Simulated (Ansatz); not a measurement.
# CaSe: the cost of one run

Method: DFT PBEsol, scalar-relativistic, plane waves, PAW, in Ansatz 0.2.0.

The COD entry's cell or inner coordinates are ideal or old and differ from later refinements, so a difference from it is no clean test against experiment.

### Step 1. The structure to begin with

It takes space group P4/nmm (No. 129, tetragonal). Conventional cell: a = 4.180 Å, b = 4.180 Å, c = 28.868 Å, α = 90.00°, β = 90.00°, γ = 90.00°. Ca (site symmetry 4mm) has 5 Se at 2.96 Å as nearest neighbours. Se (site symmetry 4mm) is surrounded by 5 Ca at 2.96 Å. Around Ca (site symmetry 4mm) lie 6 Se at 2.96 Å. Se (site symmetry 4mm) has 6 Ca at 2.96 Å as nearest neighbours.

Structure file:

```cif
data_structure
_symmetry_space_group_name_H-M 'P 1'
_symmetry_Int_Tables_number 1
_cell_length_a 4.1804
_cell_length_b 4.1804
_cell_length_c 28.8680
_cell_angle_alpha 90.000
_cell_angle_beta 90.000
_cell_angle_gamma 90.000
_cell_volume 504.49
loop_
_atom_site_label
_atom_site_type_symbol
_atom_site_fract_x
_atom_site_fract_y
_atom_site_fract_z
_atom_site_occupancy
Ca1 Ca 0.50000 0.50000 0.34640 1
Se1 Se 0.00000 0.00000 0.34640 1
Ca2 Ca 0.00000 0.00000 0.44880 1
Se2 Se 0.50000 0.50000 0.44880 1
Ca3 Ca 0.50000 0.50000 0.55120 1
Se3 Se 0.00000 0.00000 0.55120 1
Ca4 Ca 0.00000 0.00000 0.65360 1
Se4 Se 0.50000 0.50000 0.65360 1
```

Slab cut from the bulk at the bulk's listed lattice constants, lower half held.

### Step 2. Relaxing the atoms

Contents of input.yaml:

```yaml
crystal:
  lattice:
    - [4.18041529, 0.0, 0.0]
    - [0.0, 4.18041529, 0.0]
    - [0.0, 0.0, 28.8679999561]
  atoms:
    - { symbol: Ca, position: [0.5, 0.5, 0.3464043237] }
    - { symbol: Se, position: [0.0, 0.0, 0.3464043237] }
    - { symbol: Ca, position: [0.0, 0.0, 0.4488014381] }
    - { symbol: Se, position: [0.5, 0.5, 0.4488014381] }
    - { symbol: Ca, position: [0.5, 0.5, 0.5511985619] }
    - { symbol: Se, position: [0.0, 0.0, 0.5511985619] }
    - { symbol: Ca, position: [0.0, 0.0, 0.6535956763] }
    - { symbol: Se, position: [0.5, 0.5, 0.6535956763] }
basis:
  ecutwfc: 420.0
  fft_grid_basis: typed
kpoints:
  mp_grid: { grid: [6, 6, 1] }
hamiltonian:
  xc: pbesol
  pseudopotentials: { kind: paw }
scf:
  occupations: { method: gaussian, width: 0.05 }
output:
  forces: true
  eigenvalues: true
efield:
  axis: 3
  dipole_correction: true
  ramp_width: 0.04
relax:
  adjacent_minimum: "off"
  f_tol: 0.04
  max_steps: 40
  constraints: [{ sites: [0, 1, 2, 3] }]
```

Command:

```bash
$ ansatz run input.yaml --threads 1 --pin off --max-ram 2211MiB --backend cpu --events-out ev --progress --plain --runs-dir out
```

**Question.** How long does this run take on 1 thread of Arm Neoverse N1, shared host, and how much memory does it need?

About 3.7 min, with a peak of 0.67 GiB.
